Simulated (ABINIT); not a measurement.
# GaN (P6_3mc) in ABINIT: band structure with r2SCAN

Aim: the band structure of GaN with r2SCAN.

All numbers are computed with ABINIT 10.8.3 (patched build); they aren't measurements. Logs are shortened: lines on timing, memory, paths and dates and some standing lists are left out, and cuts for length are marked. The log counts tension as positive stress, the text compression.

**The experiment to reproduce.**

From “Studying electronic properties in GaN without electrical contacts using γ-γ vs e−-γ Perturbed Angular Correlations”, 2019, pmc:6823545, for a bulk crystal of GaN: band gap 3.503 ± 0.005 eV (direct).

How close the calculation comes is told below.

### 1 The structure

The structure is hexagonal, space group P6_3mc (No. 186). Conventional cell: a = 3.180 Å, b = 3.180 Å, c = 5.166 Å, α = 90.00°, β = 90.00°, γ = 120.00°. Ga (site symmetry 3m) has 4 N at 1.94 to 1.95 Å as nearest neighbours. N (site symmetry 3m) has 4 Ga at 1.94 to 1.95 Å as nearest neighbours.

### 2 Band structure, r2SCAN

run.abi

```
ndtset 2

pp_dirpath "./"
pseudos "Ga.GGA_PBE-JTH.xml, N.GGA_PBE-JTH.xml"

acell 3*1.0
rprim
     6.0093290763     0.0000000000     0.0000000000
    -3.0046645382     5.2042316397     0.0000000000
     0.0000000000     0.0000000000     9.7623251598
ntypat 2
znucl 31 7
natom 4
typat 1 1 2 2
xred
     0.6666666667     0.3333333333     0.5000000000
     0.3333333333     0.6666666667     0.0000000000
     0.6666666667     0.3333333333     0.8750000000
     0.3333333333     0.6666666667     0.3750000000

ecut 843.552974 eV
pawecutdg 53.0

ixc -497498
usekden 1
pawxcdev 0

occopt 3
tsmear 0.05 eV

nstep 100

iomode 3
prtwf 0
prteig 0
prtebands 0
prtden1 1
prtkden1 1

kptopt1 1
ngkpt1 10 10 5
nshiftk1 1
shiftk1 0.0 0.0 0.0
nband1 22
tolvrs1 1.0e-7

iscf2 -2
getden2 1
getkden2 1
nband2 28
nbdbuf2 4
tolwfr2 1.0e-11
kptopt2 -7
ndivsm2 8
prteig2 1
kptbounds2
     0.0000000000     0.0000000000     0.0000000000
     0.5000000000     0.0000000000     0.0000000000
     0.3333333333     0.3333333333     0.0000000000
     0.0000000000     0.0000000000     0.0000000000
     0.0000000000     0.0000000000     0.5000000000
     0.5000000000     0.0000000000     0.5000000000
     0.3333333333     0.3333333333     0.5000000000
     0.0000000000     0.0000000000     0.5000000000
```

Potentials or basis: JTH PAW PBE v2.0.

Started as:

```
$ abinit run.abi > log 2>&1
```

run.abo:

```text
.Version 10.8.3 of ABINIT
 DATASET    1 : space group P6_3 m c (#186); Bravais hP (primitive hexag.)
================================================================================
 Values of the parameters that define the memory need for DATASET  1.
     intxc =       0    ionmov =       0      iscf =      17    lmnmax =      18
     lnmax =       6     mgfft =      50  mpssoang =       3    mqgrid =    3200
     natom =       4  nloc_mem =       2    nspden =       1   nspinor =       1
    nsppol =       1      nsym =      12    n1xccc =       1    ntypat =       2
    occopt =       3   xclevel =       2
       mpw =        2541          nfft =       51200          nkpt =          42
 PAW method is used; the additional fine FFT grid is defined by:
   mgfftf=        64    nfftf =    102400
================================================================================
================================================================================

 DATASET    2 : space group P6_3 m c (#186); Bravais hP (primitive hexag.)
================================================================================
 Values of the parameters that define the memory need for DATASET  2.
     intxc =       0    ionmov =       0      iscf =      -2    lmnmax =      18
     lnmax =       6     mgfft =      50  mpssoang =       3    mqgrid =    3200
     natom =       4  nloc_mem =       2    nspden =       1   nspinor =       1
    nsppol =       1      nsym =      12    n1xccc =       1    ntypat =       2
    occopt =       3   xclevel =       2
       mpw =        2549          nfft =       51200          nkpt =          91
 PAW method is used; the additional fine FFT grid is defined by:
   mgfftf=        64    nfftf =    102400
================================================================================
================================================================================

--------------------------------------------------------------------------------
------------- Echo of variables that govern the present computation ------------
--------------------------------------------------------------------------------
 -outvars: echo values of preprocessed input variables --------
            acell      1.0000000000E+00  1.0000000000E+00  1.0000000000E+00 Bohr
              amu      6.97230000E+01  1.40067400E+01
             ecut      3.10000000E+01 Hartree
           getden1          0
           getden2          1
          getkden1          0
          getkden2          1
             iscf1         17
             iscf2         -2
                       outvar_i_n : Printing only first  50 k-points.
              ixc     -497498
           jdtset        1    2
                       outvar_i_n : Printing only first  50 k-points.
           kptopt1          1
           kptopt2         -7
         kptrlatt       10    0    0      0   10    0      0    0    5
          kptrlen1     4.88116258E+01
          kptrlen2     3.00000000E+01
            natom           4
            nband1         22
            nband2         28
           nbdbuf1          0
           nbdbuf2          4
           ndtset           2
           ndivsm1          0
           ndivsm2          8
            ngfft          32      32      50
          ngfftdg          40      40      64
             nkpt1         42
             nkpt2         91
            nstep         100
             nsym          12
           ntypat           2
           occopt           3
        pawecutdg      5.30000000E+01 Hartree
         pawxcdev           0
        prtebands           0
           prteig1          0
           prteig2          1
          prtkden           1
            prtwf           0
            rprim      6.0093290763E+00  0.0000000000E+00  0.0000000000E+00
                      -3.0046645382E+00  5.2042316397E+00  0.0000000000E+00
                       0.0000000000E+00  0.0000000000E+00  9.7623251598E+00
           shiftk1     0.00000000E+00  0.00000000E+00  0.00000000E+00
           shiftk2     5.00000000E-01  5.00000000E-01  5.00000000E-01
[... 1186 lines left out ...]
  6.1724E-01  6.1724E-01  8.4357E-01  8.4357E-01
 Non-SCF case, kpt   91 (  0.00000  0.00000  0.50000), residuals and eigenvalues=
  7.44E-12  7.49E-12  2.28E-12  3.70E-12  6.59E-12  5.86E-12  3.49E-12  3.92E-12
  2.35E-12  3.91E-12  4.64E-12  6.33E-12  5.26E-12  3.59E-12  4.53E-12  2.25E-12
  4.05E-12  2.87E-12  6.13E-12  1.70E-12  2.73E-12  8.51E-12  6.75E-12  7.57E-12
  4.54E-12  5.27E-12  1.38E-08  6.81E-08
 -3.9140E-01 -3.9140E-01 -2.9906E-01 -2.9906E-01 -2.9906E-01 -2.9906E-01
 -2.8842E-01 -2.8842E-01 -2.8711E-01 -2.8711E-01 -2.8711E-01 -2.8711E-01
  6.1763E-02  6.1763E-02  1.8675E-01  1.8675E-01  1.8675E-01  1.8675E-01
  3.8369E-01  3.8369E-01  5.4664E-01  5.4664E-01  6.1596E-01  6.1596E-01
  6.1596E-01  6.1596E-01  8.4215E-01  8.4215E-01

Result for kinetic energy density :

--------------------------------------------------------------------------------
 Total kinetic energy density [Ha/Bohr^3]
)     Maximum=    2.6015E+00  at reduced coord.    0.6750    0.3500    0.8750
)     Minimum=    2.9346E-03  at reduced coord.    0.0000    0.0000    0.1875
   Integrated=    2.1740E+01
--------------------------------------------------------------------------------

--- !ResultsGS
iteration_state: {dtset: 2, }
comment   : Summary of ground state results
lattice_vectors:
- [  6.0093291,   0.0000000,   0.0000000, ]
- [ -3.0046645,   5.2042316,   0.0000000, ]
- [  0.0000000,   0.0000000,   9.7623252, ]
lattice_lengths: [   6.00933,    6.00933,    9.76233, ]
lattice_angles: [ 90.000,  90.000, 120.000, ] # degrees, (23, 13, 12)
lattice_volume:   3.0530638E+02
convergence: {deltae:  0.000E+00, res2:  0.000E+00, residm:  9.998E-12, diffor:  0.000E+00, }
etotal    :  -1.64054344E+02
entropy   :   0.00000000E+00
fermie    :   2.52477221E-01
cartesian_stress_tensor: null
pressure_GPa: null
xred      :
- [  6.6667E-01,   3.3333E-01,   5.0000E-01, Ga]
- [  3.3333E-01,   6.6667E-01,   0.0000E+00, Ga]
- [  6.6667E-01,   3.3333E-01,   8.7500E-01,  N]
- [  3.3333E-01,   6.6667E-01,   3.7500E-01,  N]
cartesian_forces: null
force_length_stats: {min: null, max: null, mean: null, }
...

 Integrated electronic density in atomic spheres:
 ------------------------------------------------
 Atom  Sphere_radius  Integrated_density
    1        2.10359         11.17645106
    2        2.10359         11.17645106
    3        1.20497          2.55781270
    4        1.20497          2.55781270

================================================================================

 ----iterations are completed or convergence reached----

 Mean square residual over all n,k,spin=   51.669E-13; max=  99.985E-13
 reduced coordinates (array xred) for    4 atoms
       0.666666666667      0.333333333333      0.500000000000
       0.333333333333      0.666666666667      0.000000000000
       0.666666666667      0.333333333333      0.875000000000
       0.333333333333      0.666666666667      0.375000000000

 cartesian coordinates (angstrom) at end:
    1      1.58999999890987     0.91798692737376     2.58299999824324
    2     -0.00000000001764     1.83597385474752     0.00000000000000
    3      1.58999999890987     0.91798692737376     4.52024999692566
    4     -0.00000000001764     1.83597385474752     1.93724999868243
 length scales=  1.000000000000  1.000000000000  1.000000000000 bohr
              =  0.529177210544  0.529177210544  0.529177210544 angstroms
 Eigenvalues (hartree) for nkpt=  91  k points:
 kpt#   1, nband= 28, wtk=  1.00000, kpt=  0.0000  0.0000  0.0000 (reduced coord)
  -0.41346   -0.37515   -0.30084   -0.30001   -0.30001   -0.29737   -0.29737   -0.28931
  -0.28931   -0.28557   -0.28557   -0.24433   -0.06054    0.16708    0.16708    0.20513
   0.20743    0.20743    0.29484    0.38566    0.57484    0.59642    0.59642    0.63241
   0.66800    0.66800    0.77520    0.81031
 kpt#   2, nband= 28, wtk=  1.00000, kpt=  0.0333  0.0000  0.0000 (reduced coord)
  -0.41305   -0.37502   -0.30080   -0.29995   -0.29988   -0.29733   -0.29729   -0.28935
  -0.28932   -0.28565   -0.28556   -0.24406   -0.05994    0.16381    0.16615    0.20294
   0.20486    0.20707    0.29891    0.38854    0.57382    0.59259    0.59762    0.63328
   0.66541    0.66903    0.76965    0.80695
 kpt#   3, nband= 28, wtk=  1.00000, kpt=  0.0667  0.0000  0.0000 (reduced coord)
  -0.41180   -0.37466   -0.30065   -0.29976   -0.29951   -0.29718   -0.29703   -0.28945
  -0.28933   -0.28587   -0.28553   -0.24325   -0.05813    0.15454    0.16345    0.19194
   0.20350    0.20596    0.30919    0.39657    0.56998    0.58334    0.60107    0.63533
   0.65873    0.67197    0.75598    0.79931
 kpt#   4, nband= 28, wtk=  1.00000, kpt=  0.1000  0.0000  0.0000 (reduced coord)
  -0.40979   -0.37409   -0.30037   -0.29946   -0.29890   -0.29691   -0.29662   -0.28963
[... 424 lines left out ...]
  -0.39022   -0.39022   -0.29887   -0.29887   -0.29873   -0.29873   -0.28954   -0.28954
  -0.28712   -0.28712   -0.28522   -0.28522    0.06144    0.06144    0.17716    0.17716
   0.18386    0.18386    0.39240    0.39240    0.53881    0.53881    0.61434    0.61434
   0.62104    0.62104    0.84575    0.84575
 kpt#  90, nband= 28, wtk=  1.00000, kpt=  0.0196  0.0196  0.5000 (reduced coord)
  -0.39110   -0.39110   -0.29901   -0.29901   -0.29897   -0.29897   -0.28887   -0.28887
  -0.28712   -0.28712   -0.28647   -0.28647    0.06171    0.06171    0.18420    0.18420
   0.18603    0.18603    0.38601    0.38601    0.54455    0.54455    0.61555    0.61555
   0.61724    0.61724    0.84357    0.84357
 kpt#  91, nband= 28, wtk=  1.00000, kpt=  0.0000  0.0000  0.5000 (reduced coord)
  -0.39140   -0.39140   -0.29906   -0.29906   -0.29906   -0.29906   -0.28842   -0.28842
  -0.28711   -0.28711   -0.28711   -0.28711    0.06176    0.06176    0.18675    0.18675
   0.18675    0.18675    0.38369    0.38369    0.54664    0.54664    0.61596    0.61596
   0.61596    0.61596    0.84215    0.84215

== END DATASET(S) ==============================================================
================================================================================

 -outvars: echo values of variables after computation  --------
            acell      1.0000000000E+00  1.0000000000E+00  1.0000000000E+00 Bohr
           etotal1    -1.6405434381E+02
            fcart1    -5.3769301477E-28  1.0347906894E-28 -3.3719861274E-03
                       1.7923100492E-28 -1.1382697584E-27 -3.3719861274E-03
                       1.7923100492E-28  5.1739534471E-28  3.3719861274E-03
                       1.7923100492E-28  5.1739534471E-28  3.3719861274E-03
            rprim      6.0093290763E+00  0.0000000000E+00  0.0000000000E+00
                      -3.0046645382E+00  5.2042316397E+00  0.0000000000E+00
                       0.0000000000E+00  0.0000000000E+00  9.7623251598E+00
           strten1    -1.2827144760E-04 -1.2827144700E-04 -1.9216270301E-04
                       0.0000000000E+00  0.0000000000E+00  1.9699558389E-13
           xangst      1.5899999989E+00  9.1798692737E-01  2.5829999982E+00
                      -1.7639790514E-11  1.8359738547E+00  0.0000000000E+00
                       1.5899999989E+00  9.1798692737E-01  4.5202499969E+00
                      -1.7639790514E-11  1.8359738547E+00  1.9372499987E+00
             xred      6.6666666667E-01  3.3333333333E-01  5.0000000000E-01
                       3.3333333333E-01  6.6666666667E-01  0.0000000000E+00
                       6.6666666667E-01  3.3333333333E-01  8.7500000000E-01
                       3.3333333333E-01  6.6666666667E-01  3.7500000000E-01
 Calculation completed.
```

It took 7.7 min on 1 thread of Arm Neoverse V2, shared host; peak memory 0.23 GiB.

What came out:

```
Free energy                                           : -4464.1461 eV
Pressure                                              : 4.4 GPa
Largest force                                         : 0.173 eV/Å
Band gap on the k mesh                                : 2.38 eV, direct
Band gap along the path                               : 2.38 eV, direct
Valence electrons inside the program's atomic spheres : Ga 11.18; N 2.56
```

Forces in eV/Å, atoms in the order of the input:
```
Ga   0.000  0.000 -0.173
Ga   0.000  0.000 -0.173
N    0.000  0.000  0.173
N    0.000  0.000  0.173
```

Stress tensor (GPa, compression positive):
```
3.77 0.00 0.00
0.00 3.77 0.00
0.00 0.00 5.65
```

Levels at the corners of the path, in eV from the valence-band top:
| point | band 16 | band 17 | band 18 | band 19 | band 20 | band 21 |
| --- | --- | --- | --- | --- | --- | --- |
| Γ | -0.06 | 0.00 | 0.00 | 2.38 | 4.85 | 10.00 |
| M | -2.87 | -2.31 | -1.02 | 5.56 | 6.15 | 6.57 |
| K | -3.12 | -3.12 | -2.80 | 5.54 | 8.60 | 8.60 |
| Γ | -0.06 | 0.00 | 0.00 | 2.38 | 4.85 | 10.00 |
| A | -0.56 | -0.56 | -0.56 | 4.80 | 4.80 | 9.23 |
| L | -2.02 | -1.99 | -1.99 | 4.89 | 4.89 | 8.48 |
| H | -4.34 | -1.56 | -1.56 | 7.08 | 7.08 | 7.86 |
| A | -0.56 | -0.56 | -0.56 | 4.80 | 4.80 | 9.23 |

Caveat: totals of a meta-GGA on PAW files have another zero than those of a GGA; the PAW data sets were made with another functional, which shifts forces and pressure a little.

### 3 Comparison with measurements

Step 2. A measured gap of GaN is 3.503 eV (direct; quoted in “Studying electronic properties in GaN without electrical contacts using γ-γ vs e−-γ Perturbed Angular Correlations”, 2019, pmc:6823545); the calculated 2.38 eV misses it by -1.12 eV. Spin-orbit coupling on Ga is left out. The value is that of r2SCAN, without temperature or zero-point motion.
